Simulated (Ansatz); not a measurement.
# AgI: levels along high-symmetry lines

```yaml
crystal:
  lattice:
    - [0.00000, 3.23650, 3.23650]
    - [3.23650, 0.00000, 3.23650]
    - [3.23650, 3.23650, 0.00000]
  atoms:
    - { symbol: Ag, position: [0.00000, 0.00000, 0.00000] }
    - { symbol: I, position: [0.75000, 0.75000, 0.75000] }
```

Atoms are numbered in the order listed.

The cell is COD entry 9008829, as deposited and not checked against the literature; nothing was relaxed. It differs from other determinations.

Spin–orbit coupling is left out, though it moves levels of the heavy atoms by tenths of an eV or more.

All numbers below come from DFT, PBE, all-electron LAPW, scalar-relativistic (Ansatz 0.2.0).

Sampling and basis: a Γ-centred 7×7×7 k mesh, Fermi–Dirac smearing of 0.01 eV, basis error target 0.5 meV/atom, no spin polarisation.

Points in fractions of the reciprocal vectors of this cell: Γ (0, 0, 0), X (-0.5, -0.5, 0), U (-0.375, -0.375, 0.25), K (-0.375, 0, 0.375), L (0, 0, 0.5), W (-0.5, -0.25, 0.25). The path joins them by straight lines in the order Γ–X–U–K–Γ–L–W–X; legs that retrace an earlier one aren't tabulated. Energies are in eV from the top of the valence band.

Problem. Metal or insulator at this level of theory?

Solution. An insulator or semiconductor: gap 1.34 eV, direct at Γ.

Problem. Tabulate bands 25 to 30, counted from the lowest band of the run, along the path.

Solution. 
```csv
k (1/Å),point,band 25,band 26,band 27,band 28,band 29,band 30
0.00,Γ,0.00,0.00,0.00,1.34,5.75,5.75
0.14,,-0.28,-0.10,-0.10,1.70,5.51,5.89
0.28,,-0.78,-0.37,-0.37,2.39,5.01,6.29
0.42,,-1.27,-0.74,-0.74,3.11,4.51,6.88
0.55,,-1.72,-1.13,-1.13,3.62,4.11,7.41
0.69,,-2.13,-1.47,-1.47,3.76,3.90,7.70
0.83,,-2.47,-1.72,-1.72,3.64,3.87,8.24
0.97,X,-2.64,-1.82,-1.82,3.59,3.85,8.53
1.02,,-2.65,-1.83,-1.81,3.62,3.86,8.50
1.07,,-2.68,-1.86,-1.78,3.67,3.93,8.39
1.12,,-2.73,-1.90,-1.74,3.73,4.07,8.25
1.17,,-2.81,-1.94,-1.68,3.78,4.27,8.09
1.22,,-2.88,-1.98,-1.61,3.83,4.52,7.94
1.26,,-2.86,-2.02,-1.53,3.88,4.77,7.81
1.31,U,-2.83,-2.04,-1.45,3.93,5.01,7.70
1.40,,-2.81,-2.04,-1.42,4.04,5.12,7.36
1.48,,-2.79,-2.03,-1.44,4.27,5.22,6.76
1.57,,-2.78,-2.02,-1.47,4.50,5.27,6.34
1.65,,-2.78,-2.02,-1.47,4.50,5.27,6.34
1.74,,-2.79,-2.03,-1.44,4.27,5.22,6.76
1.82,,-2.81,-2.04,-1.42,4.04,5.12,7.36
1.91,K,-2.83,-2.04,-1.45,3.93,5.01,7.70
2.06,,-2.71,-2.00,-1.14,4.03,5.44,7.12
2.20,,-2.51,-1.78,-0.83,3.93,5.62,6.35
2.35,,-2.14,-1.39,-0.53,3.55,5.72,5.94
2.50,,-1.62,-0.91,-0.29,3.01,5.39,6.23
2.64,,-1.01,-0.44,-0.12,2.37,5.36,5.99
2.79,,-0.37,-0.12,-0.03,1.72,5.59,5.82
2.94,Γ,0.00,0.00,0.00,1.34,5.75,5.75
3.06,,-0.29,-0.04,-0.04,1.61,5.65,5.81
3.18,,-0.84,-0.14,-0.14,2.08,5.51,5.97
3.30,,-1.44,-0.29,-0.29,2.48,5.57,6.15
3.42,,-2.01,-0.45,-0.45,2.69,5.94,6.26
3.54,,-2.49,-0.60,-0.60,2.76,6.28,6.28
3.66,,-2.83,-0.70,-0.70,2.76,6.25,6.25
3.78,L,-2.96,-0.74,-0.74,2.76,6.24,6.24
3.88,,-2.96,-0.84,-0.77,2.89,6.08,6.31
3.97,,-2.93,-1.10,-0.87,3.24,5.78,6.50
4.07,,-2.89,-1.42,-1.02,3.68,5.52,6.59
4.17,,-2.84,-1.72,-1.22,4.11,5.35,6.44
4.27,,-2.79,-1.97,-1.42,4.46,5.28,6.29
4.37,,-2.77,-2.13,-1.59,4.70,5.25,6.30
4.46,W,-2.79,-2.18,-1.66,4.79,5.22,6.41
4.53,,-2.80,-2.16,-1.67,4.72,5.03,6.64
4.60,,-2.84,-2.10,-1.68,4.55,4.68,7.13
4.67,,-2.83,-2.03,-1.71,4.32,4.35,7.68
4.74,,-2.78,-1.95,-1.74,4.02,4.15,7.99
4.81,,-2.71,-1.88,-1.78,3.79,3.99,8.26
4.88,,-2.66,-1.83,-1.81,3.64,3.88,8.46
4.95,X,-2.64,-1.82,-1.82,3.59,3.85,8.53
```

Kohn–Sham gaps of semilocal functionals usually fall short of measured ones.
